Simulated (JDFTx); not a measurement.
# LiF (Griceite) (Fm-3m) in JDFTx: notebook

The runs below take LiF (Griceite) through band structure, with LDA, PBE.

All numbers are computed with JDFTx 1.7.0 (patched build); they aren't measurements. Logs are shortened: lines on timing, memory, paths and dates and some standing lists are left out, and cuts for length are marked. The log counts tension as positive stress, the text compression.

**1. The structure**

It takes space group Fm-3m (No. 225, cubic). The conventional cell has a = 4.028 Å, b = 4.028 Å, c = 4.028 Å, α = 90.00°, β = 90.00°, γ = 90.00°. F (site symmetry m-3m) is surrounded by 6 Li at 2.01 Å. Around Li (site symmetry m-3m) lie 6 F at 2.01 Å.

**2. Band structure, LDA**

Contents of bands.in:

```
lattice \
    0.0000000000     3.8059084150     3.8059084150 \
    3.8059084150     0.0000000000     3.8059084150 \
    3.8059084150     3.8059084150     0.0000000000
coords-type Cartesian
ion F      3.8059084150     3.8059084150     3.8059084150 1
ion Li     0.0000000000     0.0000000000     0.0000000000 1

ion-species pseudo/F.upf
ion-species pseudo/Li.upf
elec-cutoff 42 336
elec-ex-corr lda-PW
elec-smearing Fermi 0.0018374661
elec-n-bands 10
electronic-minimize nIterations 30 energyDiffThreshold 1e-06
davidson-band-ratio 1.3
forces-output-coords Cartesian
include path.kpoints
symmetries none
fix-electron-density run.$VAR

dump-name bands.$VAR
dump End Ecomponents EigStats BandEigs Kpoints Forces
```

Contents of path.kpoints:

```
kpoint +0.0000000000 +0.0000000000 +0.0000000000 0.020000000000
kpoint +0.0714285714 +0.0000000000 +0.0714285714 0.020000000000
kpoint +0.1428571429 +0.0000000000 +0.1428571429 0.020000000000
kpoint +0.2142857143 +0.0000000000 +0.2142857143 0.020000000000
kpoint +0.2857142857 +0.0000000000 +0.2857142857 0.020000000000
kpoint +0.3571428571 +0.0000000000 +0.3571428571 0.020000000000
kpoint +0.4285714286 +0.0000000000 +0.4285714286 0.020000000000
kpoint +0.5000000000 +0.0000000000 +0.5000000000 0.020000000000
kpoint +0.5000000000 +0.0833333333 +0.5833333333 0.020000000000
kpoint +0.5000000000 +0.1666666667 +0.6666666667 0.020000000000
kpoint +0.5000000000 +0.2500000000 +0.7500000000 0.020000000000
kpoint +0.4375000000 +0.3125000000 +0.7500000000 0.020000000000
kpoint +0.3750000000 +0.3750000000 +0.7500000000 0.020000000000
kpoint +0.3281250000 +0.3281250000 +0.6562500000 0.020000000000
kpoint +0.2812500000 +0.2812500000 +0.5625000000 0.020000000000
kpoint +0.2343750000 +0.2343750000 +0.4687500000 0.020000000000
kpoint +0.1875000000 +0.1875000000 +0.3750000000 0.020000000000
kpoint +0.1406250000 +0.1406250000 +0.2812500000 0.020000000000
kpoint +0.0937500000 +0.0937500000 +0.1875000000 0.020000000000
kpoint +0.0468750000 +0.0468750000 +0.0937500000 0.020000000000
kpoint +0.0000000000 +0.0000000000 +0.0000000000 0.020000000000
kpoint +0.0833333333 +0.0833333333 +0.0833333333 0.020000000000
kpoint +0.1666666667 +0.1666666667 +0.1666666667 0.020000000000
kpoint +0.2500000000 +0.2500000000 +0.2500000000 0.020000000000
kpoint +0.3333333333 +0.3333333333 +0.3333333333 0.020000000000
kpoint +0.4166666667 +0.4166666667 +0.4166666667 0.020000000000
kpoint +0.5000000000 +0.5000000000 +0.5000000000 0.020000000000
kpoint +0.5250000000 +0.4500000000 +0.5250000000 0.020000000000
kpoint +0.5500000000 +0.4000000000 +0.5500000000 0.020000000000
kpoint +0.5750000000 +0.3500000000 +0.5750000000 0.020000000000
kpoint +0.6000000000 +0.3000000000 +0.6000000000 0.020000000000
kpoint +0.6250000000 +0.2500000000 +0.6250000000 0.020000000000
kpoint +0.5625000000 +0.2500000000 +0.6875000000 0.020000000000
kpoint +0.5000000000 +0.2500000000 +0.7500000000 0.020000000000
kpoint +0.5000000000 +0.2916666667 +0.7083333333 0.020000000000
kpoint +0.5000000000 +0.3333333333 +0.6666666667 0.020000000000
kpoint +0.5000000000 +0.3750000000 +0.6250000000 0.020000000000
kpoint +0.5000000000 +0.4166666667 +0.5833333333 0.020000000000
kpoint +0.5000000000 +0.4583333333 +0.5416666667 0.020000000000
kpoint +0.5000000000 +0.5000000000 +0.5000000000 0.020000000000
kpoint +0.4791666667 +0.4791666667 +0.5416666667 0.020000000000
kpoint +0.4583333333 +0.4583333333 +0.5833333333 0.020000000000
kpoint +0.4375000000 +0.4375000000 +0.6250000000 0.020000000000
kpoint +0.4166666667 +0.4166666667 +0.6666666667 0.020000000000
kpoint +0.3958333333 +0.3958333333 +0.7083333333 0.020000000000
kpoint +0.3750000000 +0.3750000000 +0.7500000000 0.020000000000
kpoint +0.6250000000 +0.2500000000 +0.6250000000 0.020000000000
kpoint +0.5833333333 +0.1666666667 +0.5833333333 0.020000000000
kpoint +0.5416666667 +0.0833333333 +0.5416666667 0.020000000000
kpoint +0.5000000000 +0.0000000000 +0.5000000000 0.020000000000
```

Potentials or basis: PseudoDojo-SR-LDA-0.4.1-standard.

Started as:

```
> jdftx -c 1 -i bands.in -o bands.out
```

The program printed:

```text
*************** JDFTx 1.7.0 (patched build) ***************

Input parsed successfully to the following command list (including defaults):
[... the input with its defaults ...]

---------- Initializing the Grid ----------
R =
[            0      3.80591      3.80591  ]
[      3.80591            0      3.80591  ]
[      3.80591      3.80591            0  ]
unit cell volume = 110.257
G =
[  -0.825451   0.825451   0.825451  ]
[   0.825451  -0.825451   0.825451  ]
[   0.825451   0.825451  -0.825451  ]
Minimum fftbox size, Smin = [  48  48  48  ]
Chosen fftbox size, S = [  48  48  48  ]

---------- Initializing tighter grid for wavefunction operations ----------
R =
[            0      3.80591      3.80591  ]
[      3.80591            0      3.80591  ]
[      3.80591      3.80591            0  ]
unit cell volume = 110.257
G =
[  -0.825451   0.825451   0.825451  ]
[   0.825451  -0.825451   0.825451  ]
[   0.825451   0.825451  -0.825451  ]
Minimum fftbox size, Smin = [  32  32  32  ]
Chosen fftbox size, S = [  32  32  32  ]

---------- Exchange Correlation functional ----------
Initalized Slater LDA exchange.
Initalized Perdew-Wang LDA correlation.

---------- Setting up pseudopotentials ----------
Width of ionic core gaussian charges (only for fluid interactions / plotting) set to 0

Reading pseudopotential file 'pseudo/F.upf':
  'F' pseudopotential, 'SLA  PW   NOGX NOGC' functional
  Generated using ONCVPSP code by D. R. Hamann
  7 valence electrons, 2 orbitals, 5 projectors, 824 radial grid points, with lMax = 2
    2S    l: 0   occupation:  2.0   eigenvalue: -1.089583
    2P    l: 1   occupation:  5.0   eigenvalue: -0.415093
  Core radius for overlap checks: 1.56 bohrs.

Reading pseudopotential file 'pseudo/Li.upf':
  'Li' pseudopotential, 'SLA  PW   NOGX NOGC' functional
  Generated using ONCVPSP code by D. R. Hamann
  3 valence electrons, 2 orbitals, 4 projectors, 1001 radial grid points, with lMax = 1
    1S    l: 0   occupation:  2.0   eigenvalue: -1.878377
    2S    l: 0   occupation:  1.0   eigenvalue: -0.105608
  Core radius for overlap checks: 1.34 bohrs.

Initialized 2 species with 2 total atoms.

Folded 50 k-points by 1x1x1 to 50 k-points.

---------- Setting up k-points, bands, fillings ----------
No reducable k-points.
Computing the number of bands and number of electrons
Calculating initial fillings.
nElectrons:  10.000000   nBands: 10   nStates: 50

----- Setting up reduced wavefunction bases (one per k-point) -----
average nbasis = 1437.040 , ideal nbasis = 1433.418

---------- Setting up ewald sum ----------
Optimum gaussian width for ewald sums = 1.728578 bohr.
Real space sum over 1331 unit cells with max indices [  5  5  5  ]
Reciprocal space sum over 2197 terms with max indices [  6  6  6  ]

---------- Allocating electronic variables ----------
Reading n from file 'run.n' ... done
Initializing wave functions:  linear combination of atomic orbitals
Note: number of bands (10) exceeds available atomic orbitals (6)

----------- Band structure minimization -------------
Minimization will be done independently for each quantum number.

---- Minimization of quantum number:     0  [ +0.0000000 +0.0000000 +0.0000000 ]  0.040000000 ----
BandDavidson: Iter:   0  Eband: +0.105096838029681
BandDavidson: Iter:   1  Eband: +0.077790424192595  dEband: -2.730641e-02
BandDavidson: Iter:   2  Eband: +0.074063106152827  dEband: -3.727318e-03
BandDavidson: Iter:   3  Eband: +0.072550333528225  dEband: -1.512773e-03
[... 521 lines of inner loops ...]
BandDavidson: Iter:   4  Eband: +0.042338874452483  dEband: -3.600187e-06
BandDavidson: Iter:   5  Eband: +0.042338595203052  dEband: -2.792494e-07
BandDavidson: Converged (dEband<1.000000e-06)
	FillingsUpdate:  mu: +0.100000000  nElectrons: 10.000000

Dumping 'bands.eigStats' ...
	eMin: -1.439821 at state 0 ( [ +0.000000 +0.000000 +0.000000 ] spin 0 )
	HOMO: +0.018451 at state 19 ( [ +0.046875 +0.046875 +0.093750 ] spin 0 )
	mu  : +0.100000
	LUMO: +0.344157 at state 0 ( [ +0.000000 +0.000000 +0.000000 ] spin 0 )
	eMax: +1.126333 at state 26 ( [ +0.500000 +0.500000 +0.500000 ] spin 0 )
	HOMO-LUMO gap: +0.325706
	Optical gap  : +0.325756 at state 20 ( [ +0.000000 +0.000000 +0.000000 ] spin 0 )
Done!
[note: mu, HOMO and LUMO in a band run belong to the points of the path alone and aren't those of the crystal]
```

It took 4.5 s on 1 thread of Intel Xeon Platinum 8488C (Sapphire Rapids), shared host; peak memory 0.08 GiB.

Results:

* Band gap along the path: 8.86 eV, direct

Levels at the corners of the path, in eV from the valence-band top:
| point | band 1 | band 2 | band 3 | band 4 | band 5 | band 6 | band 7 | band 8 |
| --- | --- | --- | --- | --- | --- | --- | --- | --- |
| Γ | -39.68 | -19.51 | 0.00 | 0.00 | 0.00 | 8.86 | 23.50 | 23.50 |
| X | -39.60 | -18.78 | -3.09 | -1.02 | -1.02 | 14.43 | 16.10 | 17.19 |
| W | -39.59 | -18.81 | -2.14 | -2.14 | -0.81 | 14.67 | 14.67 | 17.05 |
| K | -39.60 | -18.83 | -2.57 | -1.60 | -0.75 | 14.11 | 14.52 | 18.12 |
| Γ | -39.68 | -19.51 | 0.00 | 0.00 | 0.00 | 8.86 | 23.50 | 23.50 |
| L | -39.61 | -19.07 | -2.56 | -0.23 | -0.23 | 10.43 | 16.39 | 18.47 |
| U | -39.60 | -18.83 | -2.57 | -1.60 | -0.75 | 14.11 | 14.52 | 18.12 |
| W | -39.59 | -18.81 | -2.14 | -2.14 | -0.81 | 14.67 | 14.67 | 17.05 |
| L | -39.61 | -19.07 | -2.56 | -0.23 | -0.23 | 10.43 | 16.39 | 18.47 |
| K | -39.60 | -18.83 | -2.57 | -1.60 | -0.75 | 14.11 | 14.52 | 18.12 |
| U | -39.60 | -18.83 | -2.57 | -1.60 | -0.75 | 14.11 | 14.52 | 18.12 |
| X | -39.60 | -18.78 | -3.09 | -1.02 | -1.02 | 14.43 | 16.10 | 17.19 |

**3. Band structure, PBE**

Contents of bands.in:

```
lattice Face-Centered Cubic 7.6118168300
coords-type Lattice
ion F      0.5000000000     0.5000000000     0.5000000000 1
ion Li     0.0000000000     0.0000000000     0.0000000000 1

ion-species pseudo/F.upf
ion-species pseudo/Li.upf
elec-cutoff 42 336
elec-ex-corr gga-PBE
elec-smearing Fermi 0.0018374661
elec-n-bands 10
electronic-minimize nIterations 30 energyDiffThreshold 1e-06
davidson-band-ratio 1.3
forces-output-coords Cartesian
include path.kpoints
symmetries none
fix-electron-density run.$VAR

dump-name bands.$VAR
dump End Ecomponents EigStats BandEigs Kpoints Forces
```

path.kpoints is that of step 2.

Potentials or basis: PseudoDojo-SR-PBE-0.5-standard.

Started as:

```
> jdftx -c 1 -i bands.in -o bands.out
```

Run time: 4.2 s. Hardware: 1 thread of Intel Xeon Platinum 8488C (Sapphire Rapids), shared host; peak memory 0.1 GiB.

It converged, with:

| Item | Value |
| --- | --- |
| Band gap along the path | 9.11 eV, direct |

Levels at the corners of the path, in eV from the valence-band top:
```tsv
point	band 1	band 2	band 3	band 4	band 5	band 6	band 7	band 8
Γ	-40.85	-19.89	0.00	0.00	0.00	9.11	23.99	23.99
X	-40.77	-19.20	-2.98	-0.99	-0.99	14.82	16.54	17.49
W	-40.77	-19.22	-2.06	-2.06	-0.79	15.08	15.08	17.48
K	-40.77	-19.24	-2.48	-1.55	-0.73	14.53	14.92	18.45
Γ	-40.85	-19.89	0.00	0.00	0.00	9.11	23.99	23.99
L	-40.79	-19.46	-2.50	-0.23	-0.23	10.83	16.74	18.94
U	-40.77	-19.24	-2.48	-1.55	-0.73	14.53	14.92	18.45
W	-40.77	-19.22	-2.06	-2.06	-0.79	15.08	15.08	17.48
L	-40.79	-19.46	-2.50	-0.23	-0.23	10.83	16.74	18.94
K	-40.77	-19.24	-2.48	-1.55	-0.73	14.53	14.92	18.45
U	-40.77	-19.24	-2.48	-1.55	-0.73	14.53	14.92	18.45
X	-40.77	-19.20	-2.98	-0.99	-0.99	14.82	16.54	17.49
```
